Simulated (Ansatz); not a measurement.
**InP: frozen-core PAW against all-electron methods**

```
In P
1.0
     0.00000    2.93050    2.93050
     2.93050    0.00000    2.93050
     2.93050    2.93050    0.00000
In P
1 1
Direct
  0.00000 0.00000 0.00000
  0.75000 0.75000 0.75000
```

Atoms are numbered in the order listed.

The cell is COD entry 1010146, as deposited and not checked against the literature; nothing was relaxed. It is an old determination, and later ones may differ.

No spin–orbit coupling, which matters for the heavy atoms here.

Methods: DFT, PBEsol, PAW with Ansatz's default frozen-core files, scalar-relativistic (Ansatz 0.2.0); DFT, PBEsol, all-electron LAPW, scalar-relativistic (Ansatz 0.2.0).

For PAW: a Γ-centred 11×11×11 k mesh, Fermi–Dirac smearing of 0.03 eV, cutoff 420 eV, no spin polarisation; the PAW files were made with PBE, and the program remakes their frozen cores for this functional. LAPW targets a basis error of 0.25 meV/atom. The Ansatz runs share mesh, smearing and spin set-up. Plane-wave (PAW) pressures include the program's estimate of the Pulay term.

Stress and pressure are positive in compression.

Levels count from the top of the valence band.

| quantity | PAW | LAPW |
| --- | --- | --- |
| pressure (GPa) | 0.61 | 0.60 |
| band gap (eV) | 0.617 | 0.615 |
| highest filled level at X (eV) | -2.351 | -2.350 |
| lowest empty level at X (eV) | 1.634 | 1.635 |
| highest filled level at L (eV) | -0.984 | -0.984 |
| lowest empty level at L (eV) | 1.403 | 1.403 |
| highest filled level at K (eV) | -1.965 | -1.964 |
| lowest empty level at K (eV) | 2.249 | 2.250 |

PAW's pressure differs from the LAPW value by about 0.01 GPa or less.
